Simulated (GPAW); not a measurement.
A run of GPAW 26.7.0:

Contents of run.py:

```python
from ase.dft.bandgap import bandgap
from ase.io import read, write
from ase.units import GPa
from gpaw import GPAW, PW

atoms = read('POSCAR')

calc = GPAW(mode=PW(600),
            xc='RPBE',
            kpts={'size': (8, 8, 8), 'gamma': True},
            occupations={'name': 'fermi-dirac', 'width': 0.05},
            nbands=18,
            convergence={'density': 1e-05, 'energy': 1e-05},
            maxiter=150,
            txt='gpaw.txt')
atoms.calc = calc
energy = atoms.get_potential_energy()
forces = atoms.get_forces()
stress = atoms.get_stress()
calc.write('gs.gpw')
write('result.traj', atoms)
print(f'Energy: {energy:.6f} eV')
print('Forces (eV/A):')
print(forces.round(4))
print('Stress (GPa):', (stress / GPa).round(3))
print('Fermi level:', round(calc.get_fermi_level(), 4), 'eV')
print(f'Gap: {bandgap(calc)[0]:.4f} eV, direct: {bandgap(calc, direct=True)[0]:.4f} eV')

path = atoms.cell.bandpath('GXWKGLUWLK,UX', npoints=80, eps=1e-4)
bs_calc = calc.fixed_density(kpts=path, symmetry='off', nbands=29,
                             convergence={'bands': 'CBM+6.0', 'eigenstates': 1e-6}, txt='bands.txt')
bs = bs_calc.band_structure()
bs.write('bs.json')
print(f'Gap on the path: {bandgap(bs_calc)[0]:.4f} eV')
```

File POSCAR:

```
CdS
1.0
    0.0000000000      2.9165000000      2.9165000000
    2.9165000000      0.0000000000      2.9165000000
    2.9165000000      2.9165000000      0.0000000000
Cd S
1 1
Direct
    0.0000000000      0.0000000000      0.0000000000
    0.7500000000      0.7500000000      0.7500000000
```

Potentials or basis: the program's PAW data sets (release 1.2.1) made for this functional, pw.

The run is started by

```sh
$ OMP_NUM_THREADS=1 python run.py
```

Hardware: 1 thread of Arm Neoverse V1 (shared host).

Task: How long does it take, and how much memory?

Result: Wall time 53 s on 1 thread of Arm Neoverse V1 (shared host), peak memory 0.27 GiB. Counts: scf iterations 15, plane waves 1676, bands 18, k points 29.
